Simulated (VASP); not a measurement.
# free-standing triangular V monolayer, spacing 3.002 A: fixed spin moments, part 2 of 3

What does it cost to change the moment of free-standing triangular V monolayer, spacing 3.002 A?

VASP 6.6.1, plane waves and PAW; the level of theory is named at each step.

So far: Starting point; Free moment.

## 3. Fixed spin moment, fixed moment 0

This step: r2SCAN, spin-polarised, total moment fixed; plane waves and PAW (V_sv) (VASP 6.6.1).

NUPDOWN fixes the difference of up and down electrons.

File INCAR:

```
SYSTEM = V
PREC = Normal
ENCUT = 350
EDIFF = 1E-06
NELM = 150
ISMEAR = 1
SIGMA = 0.05
LREAL = .FALSE.
ALGO = Normal
METAGGA = R2SCAN
LASPH = .TRUE.
NBANDS = 13
ISPIN = 2
MAGMOM = 0
LMAXMIX = 4
LORBIT = 11
LWAVE = .FALSE.
LCHARG = .FALSE.
KPAR = 2
AMIX = 0.2
BMIX = 1E-04
AMIX_MAG = 0.8
BMIX_MAG = 1E-04
NUPDOWN = 0
```

File POSCAR:

```
V
1.0
    3.0020000000      0.0000000000      0.0000000000
   -1.5010000000      2.5998080000      0.0000000000
    0.0000000000      0.0000000000     14.0000000000
V
1
Direct
    0.0000000000      0.0000000000      0.5000000000
```

File KPOINTS:

```
Automatic mesh
0
Gamma
12 12 1
0 0 0
```

Potentials, in the order of the species: V_sv (PBE family, release 64).

Run with:

```bash
$ mpirun -np 2 vasp_std
```

Log:

```text
[banner, memory and clock lines left out]
running    2 mpi-ranks, on    1 nodes
 distrk:  each k-point on    1 cores,    2 groups
 distr:  one band on    1 cores,    1 groups

 POSCAR found type information on POSCAR V
 POSCAR found :  1 types and       1 ions
 [... a notice as in an earlier step ...]

 LDA part: xc-table for (None), standard interpolation
 POSCAR, INCAR and KPOINTS ok, starting setup
 FFT: planning ... GRIDC
 FFT: planning ... GRID_SOFT
 FFT: planning ... GRID
 WAVECAR not read
 entering main loop
       N       E                     dE             d eps       ncg     rms          rms(c)
DAV:   1     0.463070576832E+02    0.46307E+02   -0.71080E+03  1353   0.549E+02
DAV:   2    -0.142949769092E+02   -0.60602E+02   -0.59195E+02  1078   0.206E+02
DAV:   3    -0.153291299762E+02   -0.10342E+01   -0.96434E+00  1128   0.283E+01
DAV:   4    -0.153412918313E+02   -0.12162E-01   -0.12155E-01  1093   0.305E+00
DAV:   5    -0.153414154883E+02   -0.12366E-03   -0.12366E-03  1158   0.338E-01    0.118E+01
DAV:   6    -0.105540252140E+02    0.47874E+01   -0.97928E+00   988   0.299E+01    0.259E+00
DAV:   7    -0.105789757945E+02   -0.24951E-01   -0.36278E-01  1048   0.331E+00    0.158E+00
DAV:   8    -0.105830042923E+02   -0.40285E-02   -0.93583E-02   998   0.284E+00    0.855E-01
DAV:   9    -0.105994530938E+02   -0.16449E-01   -0.41719E-02  1058   0.135E+00    0.568E-01
DAV:  10    -0.105987445102E+02    0.70858E-03   -0.17103E-02  1033   0.938E-01    0.265E-01
DAV:  11    -0.106026875324E+02   -0.39430E-02   -0.11458E-02  1063   0.840E-01    0.359E-01
DAV:  12    -0.106000780236E+02    0.26095E-02   -0.12061E-02  1043   0.741E-01    0.176E-01
DAV:  13    -0.105997195180E+02    0.35851E-03   -0.41238E-04   988   0.172E-01    0.111E-01
DAV:  14    -0.105998164509E+02   -0.96933E-04   -0.11557E-05  1018   0.405E-02    0.102E-01
DAV:  15    -0.105998319378E+02   -0.15487E-04   -0.99787E-05  1008   0.767E-02    0.543E-02
DAV:  16    -0.105997382919E+02    0.93646E-04   -0.10357E-04   988   0.102E-01    0.674E-03
DAV:  17    -0.105997566956E+02   -0.18404E-04   -0.78468E-06   993   0.324E-02    0.911E-03
DAV:  18    -0.105997297012E+02    0.26994E-04   -0.12381E-06   968   0.139E-02    0.876E-03
DAV:  19    -0.105997407689E+02   -0.11068E-04   -0.86816E-07   868   0.106E-02    0.951E-03
DAV:  20    -0.105997160920E+02    0.24677E-04   -0.11670E-06   876   0.125E-02    0.110E-02
DAV:  21    -0.105997718107E+02   -0.55719E-04   -0.90180E-06   988   0.340E-02    0.124E-02
DAV:  22    -0.105997830687E+02   -0.11258E-04   -0.34351E-06   988   0.210E-02    0.109E-02
DAV:  23    -0.105996924758E+02    0.90593E-04   -0.61010E-06   988   0.269E-02    0.111E-02
DAV:  24    -0.105997029766E+02   -0.10501E-04   -0.60934E-07   860   0.906E-03    0.113E-02
DAV:  25    -0.105996807211E+02    0.22255E-04   -0.21959E-06   964   0.150E-02    0.120E-02
DAV:  26    -0.105997719537E+02   -0.91233E-04   -0.65972E-06   988   0.300E-02    0.984E-03
DAV:  27    -0.105997426567E+02    0.29297E-04   -0.87498E-07   892   0.109E-02    0.990E-03
DAV:  28    -0.105997394772E+02    0.31795E-05   -0.13617E-05   988   0.439E-02    0.433E-03
DAV:  29    -0.105997650182E+02   -0.25541E-04   -0.29371E-06   964   0.200E-02    0.382E-03
DAV:  30    -0.105997859194E+02   -0.20901E-04   -0.39214E-06   988   0.238E-02    0.246E-03
DAV:  31    -0.105997389869E+02    0.46932E-04   -0.48145E-06   988   0.263E-02    0.837E-04
DAV:  32    -0.105997721379E+02   -0.33151E-04   -0.16932E-06   932   0.139E-02    0.850E-04
DAV:  33    -0.105997738631E+02   -0.17252E-05   -0.82053E-07   860   0.809E-03    0.782E-04
DAV:  34    -0.105997529277E+02    0.20935E-04   -0.19441E-06   948   0.147E-02    0.130E-03
DAV:  35    -0.105997542188E+02   -0.12911E-05   -0.91446E-07   908   0.120E-02    0.900E-04
DAV:  36    -0.105997261548E+02    0.28064E-04   -0.10953E-06   948   0.119E-02    0.105E-03
DAV:  37    -0.105997252995E+02    0.85530E-06   -0.17248E-06   940   0.147E-02
   1 F= -.10599725E+02 E0= -.10599626E+02  d E =-.298723E-03  mag=     0.0000
```

The job ended after 47 s (2 MPI ranks of Intel Xeon 6975P-C (Granite Rapids), shared host; peak memory 0.29 GiB; 92 s of CPU time).

From OUTCAR (step 3):

```text
The static configuration has the point symmetry D_6h.

 Found     19 irreducible k-points:

   k-points           NKPTS =     19   k-points in BZ     NKDIM =     19   number of bands    NBANDS=     13

   NELECT =      13.0000    total number of electrons

 E-fermi :  -2.3622

 spin component 1
 k-point     1 :       0.0000    0.0000    0.0000
  band No.  band energies     occupation
    ...
      2     -42.4632      1.00000
      3     -41.8941      1.00000
      4     -41.8938      1.00000
      5      -6.5822      1.00000
      6      -2.5850      1.00000
      7      -1.8844     -0.00000
      8      -1.8840     -0.00000
      9      -1.8590     -0.00000
     10      -1.1641      0.00000
     11      -1.1640      0.00000
    ...

 k-point     2 :       0.0833    0.0000    0.0000
  band No.  band energies     occupation
    ...
      2     -42.4613      1.00000
      3     -41.9092      1.00000
      4     -41.8977      1.00000
      5      -6.3909      1.00000
      6      -2.5182      1.00005
      7      -2.0872     -0.00000
      8      -1.9748     -0.00000
      9      -1.7846     -0.00000
     10      -1.1864      0.00000
     11      -0.8416      0.00000
    ...

 k-point     3 :       0.1667    0.0000    0.0000
  band No.  band energies     occupation
    ...
      2     -42.4559      1.00000
      3     -41.9505      1.00000
      4     -41.9076      1.00000
      5      -5.8387      1.00000
      6      -2.4361      1.02881
      7      -2.3546      0.37003
      8      -2.1749     -0.00000
      9      -1.5019     -0.00000
     10      -1.2466      0.00000
     11      -0.1871      0.00000
    ...

 k-point     4 :       0.2500    0.0000    0.0000
  band No.  band energies     occupation
    ...
      3     -42.0068      1.00000
      4     -41.9210      1.00000
      5      -5.0169      1.00000
      6      -2.7463      1.00000
      7      -2.4420      1.02346
      8      -2.0345     -0.00000
      9      -1.3277      0.00000
     10      -1.0869      0.00000
     11       0.6886      0.00000
     12       3.0866      0.00000
    ...

  Total       -5.4843014     -5.4843003     -0.1213307      0.0000000     -0.0000000      0.0000000
  in kB      -80.4177467    -80.4177305     -1.7791039      0.0000000     -0.0000000      0.0000000
  external PRESSURE =     -54.2048604 kB  Pullay stress =       0.0000000 kB

 POSITION                                       TOTAL-FORCE (eV/Angst)
 -----------------------------------------------------------------------------------
      0.00000      0.00000      7.00000         0.000000      0.000000      0.000000
 -----------------------------------------------------------------------------------
    total drift:                               -0.000000      0.000000      0.000000

  FREE ENERGIE OF THE ION-ELECTRON SYSTEM (eV)
  ---------------------------------------------------
  free  energy   TOTEN  =       -10.5997252995 eV

  energy  without entropy=      -10.5994265770  energy(sigma->0) =      -10.59962573

 total charge
# of ion       s       p       d       tot
------------------------------------------
    1        2.256   6.054   2.842  11.153

 magnetization (x)
# of ion       s       p       d       tot
------------------------------------------
    1       -0.000  -0.000   0.000   0.000

[... 7 parts as in an earlier step ...]

[... 9 further parts left out ...]
```

Its electron count is odd, so without a moment it is a metal by construction.

This step gave:

* free energy (TOTEN): -10.60 eV
* energy at zero smearing: -10.60 eV

The spin moment in the PAW sphere vanishes on all atoms.

Energy at zero smearing: -10.59963 eV.

## 4. Fixed spin moment, fixed moment 0.86

Changes to INCAR since step 3:

```diff
@@ -13,3 +13,3 @@
 ISPIN = 2
-MAGMOM = 0
+MAGMOM = 0.86
 LMAXMIX = 4
@@ -23,2 +23,2 @@
 BMIX_MAG = 1E-04
-NUPDOWN = 0
+NUPDOWN = 0.86
```

POSCAR is that of step 3.

KPOINTS is that of step 3.

Run with:

```bash
$ mpirun -np 2 vasp_std
```

Log:

```text
[... set-up lines as in an earlier step ...]
 entering main loop
       N       E                     dE             d eps       ncg     rms          rms(c)
DAV:   1     0.464011147195E+02    0.46401E+02   -0.71208E+03  1353   0.549E+02
DAV:   2    -0.142801961362E+02   -0.60681E+02   -0.59229E+02  1083   0.206E+02
DAV:   3    -0.152824747937E+02   -0.10023E+01   -0.96874E+00  1151   0.285E+01
DAV:   4    -0.152934485869E+02   -0.10974E-01   -0.10885E-01  1088   0.292E+00
DAV:   5    -0.152935701420E+02   -0.12156E-03   -0.12155E-03  1181   0.330E-01    0.117E+01
DAV:   6    -0.105947340307E+02    0.46988E+01   -0.96963E+00  1003   0.297E+01    0.264E+00
DAV:   7    -0.106322539611E+02   -0.37520E-01   -0.34816E-01  1053   0.336E+00    0.169E+00
DAV:   8    -0.106578949653E+02   -0.25641E-01   -0.88969E-02   993   0.296E+00    0.993E-01
DAV:   9    -0.106829351981E+02   -0.25040E-01   -0.52887E-02  1058   0.144E+00    0.835E-01
DAV:  10    -0.106866411583E+02   -0.37060E-02   -0.14646E-02   998   0.124E+00    0.467E-01
DAV:  11    -0.106880443242E+02   -0.14032E-02   -0.11508E-02  1003   0.795E-01    0.222E-01
DAV:  12    -0.106891837138E+02   -0.11394E-02   -0.14793E-03  1023   0.358E-01    0.111E-01
DAV:  13    -0.106900304149E+02   -0.84670E-03   -0.41631E-04   998   0.207E-01    0.898E-02
DAV:  14    -0.106902973935E+02   -0.26698E-03   -0.27136E-04   998   0.174E-01    0.628E-02
DAV:  15    -0.106903508348E+02   -0.53441E-04   -0.62358E-04   988   0.257E-01    0.846E-02
DAV:  16    -0.106905189838E+02   -0.16815E-03   -0.12981E-03   993   0.296E-01    0.125E-01
DAV:  17    -0.106913779690E+02   -0.85899E-03   -0.55390E-04   988   0.258E-01    0.107E-01
DAV:  18    -0.106916586205E+02   -0.28065E-03   -0.78224E-04  1003   0.266E-01    0.926E-02
DAV:  19    -0.106923513888E+02   -0.69277E-03   -0.14167E-03   988   0.321E-01    0.975E-02
DAV:  20    -0.106918552960E+02    0.49609E-03   -0.99424E-04   993   0.274E-01    0.488E-02
DAV:  21    -0.106923404572E+02   -0.48516E-03   -0.27555E-04   988   0.194E-01    0.457E-02
DAV:  22    -0.106924017608E+02   -0.61304E-04   -0.73401E-04  1008   0.260E-01    0.347E-02
DAV:  23    -0.106926792561E+02   -0.27750E-03   -0.25694E-04   993   0.167E-01    0.268E-02
DAV:  24    -0.106925759648E+02    0.10329E-03   -0.30791E-04   988   0.149E-01    0.277E-02
DAV:  25    -0.106926507815E+02   -0.74817E-04   -0.57093E-05   998   0.767E-02    0.243E-02
DAV:  26    -0.106927432533E+02   -0.92472E-04   -0.26703E-05   998   0.572E-02    0.160E-02
DAV:  27    -0.106926410303E+02    0.10222E-03   -0.68791E-05   988   0.900E-02    0.450E-03
DAV:  28    -0.106926887981E+02   -0.47768E-04   -0.32757E-05   988   0.631E-02    0.381E-03
DAV:  29    -0.106927371151E+02   -0.48317E-04   -0.85626E-06   988   0.320E-02    0.323E-03
DAV:  30    -0.106926381734E+02    0.98942E-04   -0.49954E-06   988   0.269E-02    0.194E-03
DAV:  31    -0.106926655933E+02   -0.27420E-04   -0.27153E-06   956   0.189E-02    0.162E-03
DAV:  32    -0.106926582468E+02    0.73465E-05   -0.40052E-06   916   0.222E-02    0.156E-03
DAV:  33    -0.106926577171E+02    0.52972E-06   -0.28583E-06   900   0.173E-02
   1 F= -.10692658E+02 E0= -.10692490E+02  d E =-.503587E-03  mag=     0.8600
```

It took 48 s on 2 MPI ranks; peak memory 0.29 GiB; 94 s of CPU time.

From OUTCAR (step 4):

```text
The static configuration has the point symmetry D_6h.

 Found     19 irreducible k-points:

   NELECT =      13.0000    total number of electrons

 E-fermi :  -2.2250

 spin component 1
 k-point     1 :       0.0000    0.0000    0.0000
  band No.  band energies     occupation
    ...
      2     -42.8038      1.00000
      3     -42.5012      1.00000
      4     -42.5008      1.00000
      5      -6.8899      1.00000
      6      -3.1354      1.00000
      7      -2.5680      0.43665
      8      -2.5674      0.42697
      9      -1.8072     -0.00000
     10      -1.3732      0.00000
     11      -1.3731      0.00000
    ...

 k-point     2 :       0.0833    0.0000    0.0000
  band No.  band energies     occupation
    ...
      3     -42.5163      1.00000
      4     -42.5048      1.00000
      5      -6.6983      1.00000
      6      -3.0745      1.00000
      7      -2.6538      1.02124
      8      -2.4684     -0.00639
      9      -2.1217     -0.00000
     10      -1.3949      0.00000
     11      -0.9640      0.00000
     12       1.9087      0.00000
    ...

 k-point     3 :       0.1667    0.0000    0.0000
  band No.  band energies     occupation
    ...
      3     -42.5580      1.00000
      4     -42.5148      1.00000
      5      -6.1482      1.00000
      6      -2.9284      1.00000
      7      -2.8375      1.00000
      8      -2.5163     -0.03306
      9      -2.1868     -0.00000
     10      -1.4537      0.00000
     11      -0.2637      0.00000
     12       2.3453      0.00000
    ...

 k-point     4 :       0.2500    0.0000    0.0000
  band No.  band energies     occupation
    ...
      4     -42.5284      1.00000
      5      -5.3503      1.00000
      6      -3.0387      1.00000
      7      -2.8502      1.00000
      8      -2.6539      1.02114
      9      -1.7738     -0.00000
     10      -1.5328      0.00000
     11       0.6328      0.00000
     12       3.0746      0.00000
     13       4.3670      0.00000

  Total       -5.0451378     -5.0451368     -0.0902333      0.0000000      0.0000000     -0.0000000
  in kB      -73.9781753    -73.9781604     -1.3231145      0.0000000      0.0000000     -0.0000000
  external PRESSURE =     -49.7598168 kB  Pullay stress =       0.0000000 kB

  FREE ENERGIE OF THE ION-ELECTRON SYSTEM (eV)
  ---------------------------------------------------
  free  energy   TOTEN  =       -10.6926577171 eV

  energy  without entropy=      -10.6921541296  energy(sigma->0) =      -10.69248985

 total charge
# of ion       s       p       d       tot
------------------------------------------
    1        2.261   6.059   2.830  11.150

 magnetization (x)
# of ion       s       p       d       tot
------------------------------------------
    1        0.000   0.017   0.746   0.763

[... 9 parts as in an earlier step ...]

[... 9 further parts left out ...]
```

Numbers from this step:

* electronic cycles: 33
* free energy (TOTEN): -10.69 eV
* energy at zero smearing: -10.69 eV
* moment of the cell, from the last line of the log: 0.86 μB

Spin moment in the PAW sphere by atom:

```
atom  spin moment in the PAW sphere (μB)
  V1                               0.763
```

Energy at zero smearing: -10.69249 eV.

## 5. Fixed spin moment, fixed moment 1.71

Changes to INCAR since step 4:

```diff
@@ -13,3 +13,3 @@
 ISPIN = 2
-MAGMOM = 0.86
+MAGMOM = 1.71
 LMAXMIX = 4
@@ -23,2 +23,2 @@
 BMIX_MAG = 1E-04
-NUPDOWN = 0.86
+NUPDOWN = 1.71
```

POSCAR is that of step 4.

KPOINTS is that of step 4.

Run with:

```bash
$ mpirun -np 2 vasp_std
```

Log:

```text
[... set-up lines as in an earlier step ...]
 entering main loop
       N       E                     dE             d eps       ncg     rms          rms(c)
DAV:   1     0.477454971738E+02    0.47745E+02   -0.71618E+03  1345   0.552E+02
DAV:   2    -0.141299377287E+02   -0.61875E+02   -0.60286E+02  1073   0.208E+02
DAV:   3    -0.151599805002E+02   -0.10300E+01   -0.98724E+00  1176   0.289E+01
DAV:   4    -0.151708607157E+02   -0.10880E-01   -0.10871E-01  1078   0.299E+00
[...]
DAV:  61    -0.109439492159E+02    0.80532E-05   -0.11127E-07   724   0.384E-03    0.899E-04
DAV:  62    -0.109439535106E+02   -0.42948E-05   -0.80671E-08   724   0.315E-03    0.886E-04
DAV:  63    -0.109439539205E+02   -0.40985E-06   -0.51554E-08   724   0.252E-03
   1 F= -.10943954E+02 E0= -.10944023E+02  d E =0.206128E-03  mag=     1.7100
```

Run time: 97 s. Hardware: 2 MPI ranks; peak memory 0.3 GiB; 3.2 min of CPU time.

Parts of OUTCAR (step 5):

```text
  Total       -3.0894352     -3.0894346     -0.0981006      0.0000000      0.0000000      0.0000000
  in kB      -45.3011968    -45.3011877     -1.4384745      0.0000000      0.0000000      0.0000000
  external PRESSURE =     -30.6802863 kB  Pullay stress =       0.0000000 kB

 POSITION                                       TOTAL-FORCE (eV/Angst)
 -----------------------------------------------------------------------------------
      0.00000      0.00000      7.00000        -0.000000      0.000000      0.000000
 -----------------------------------------------------------------------------------
    total drift:                               -0.000000     -0.000000      0.000000

  FREE ENERGIE OF THE ION-ELECTRON SYSTEM (eV)
  ---------------------------------------------------
  free  energy   TOTEN  =       -10.9439539205 eV

  energy  without entropy=      -10.9441600487  energy(sigma->0) =      -10.94402263

 magnetization (x)
# of ion       s       p       d       tot
------------------------------------------
    1        0.025   0.020   1.439   1.484

[... 2 parts as in an earlier step ...]

[... 1 further part left out ...]
[key lines of the parts left out:]
E-fermi :  -2.1555
```

Energy at zero smearing: -10.94402 eV.

## 6. Fixed spin moment, fixed moment 2.57

Changes to INCAR since step 5:

```diff
@@ -13,3 +13,3 @@
 ISPIN = 2
-MAGMOM = 1.71
+MAGMOM = 2.57
 LMAXMIX = 4
@@ -23,2 +23,2 @@
 BMIX_MAG = 1E-04
-NUPDOWN = 1.71
+NUPDOWN = 2.57
```

POSCAR is that of step 5.

KPOINTS is that of step 5.

Run with:

```bash
$ mpirun -np 2 vasp_std
```

Log:

```text
[... set-up lines as in an earlier step ...]
 entering main loop
       N       E                     dE             d eps       ncg     rms          rms(c)
DAV:   1     0.487657543008E+02    0.48766E+02   -0.71766E+03  1345   0.553E+02
DAV:   2    -0.139090186978E+02   -0.62675E+02   -0.60873E+02  1078   0.209E+02
DAV:   3    -0.149662333967E+02   -0.10572E+01   -0.10084E+01  1202   0.293E+01
DAV:   4    -0.149768109789E+02   -0.10578E-01   -0.10569E-01  1058   0.290E+00
[...]
DAV:  36    -0.113325327238E+02   -0.32526E-05   -0.17485E-08   700   0.152E-03    0.340E-04
DAV:  37    -0.113325339247E+02   -0.12009E-05   -0.14538E-08   700   0.144E-03    0.330E-04
DAV:  38    -0.113325336372E+02    0.28741E-06   -0.11473E-08   684   0.120E-03
   1 F= -.11332534E+02 E0= -.11332600E+02  d E =0.197999E-03  mag=     2.5700
```

Wall time 66 s (2 MPI ranks); peak memory 0.3 GiB; 2.2 min of CPU time.

OUTCAR, selected parts (step 6):

```text
  Total       -2.7830481     -2.7830476     -0.0072570      0.0000000     -0.0000000      0.0000000
  in kB      -40.8085628    -40.8085546     -0.1064119      0.0000000     -0.0000000      0.0000000
  external PRESSURE =     -27.2411765 kB  Pullay stress =       0.0000000 kB

  FREE ENERGIE OF THE ION-ELECTRON SYSTEM (eV)
  ---------------------------------------------------
  free  energy   TOTEN  =       -11.3325336372 eV

  energy  without entropy=      -11.3327316364  energy(sigma->0) =      -11.33259964

 magnetization (x)
# of ion       s       p       d       tot
------------------------------------------
    1        0.033   0.022   1.985   2.039

[... 3 parts as in an earlier step ...]

[... 1 further part left out ...]
[key lines of the parts left out:]
E-fermi :  -1.4383
```

Energy at zero smearing: -11.33260 eV.

(Part 2 of 3 ends here.)

[Lines on the potential files, build, host, timing and source positions are cut from VASP's logs without a mark.]

[Logs are printed without paths, hosts, clocks, repeated set-up lines and the standing remarks that a program may print on its own settings, such as how far it seeks lower states.]

[Hosts, paths, dates, database ids (printed as entryN), source tags and the programs' standing remarks are cut or masked in the printed files.]

[In band tables of VASP the shares of atoms and orbitals are scaled to a sum of 1 inside the atoms' spheres.]

[Runs that stopped without an error message from VASP are left out.]
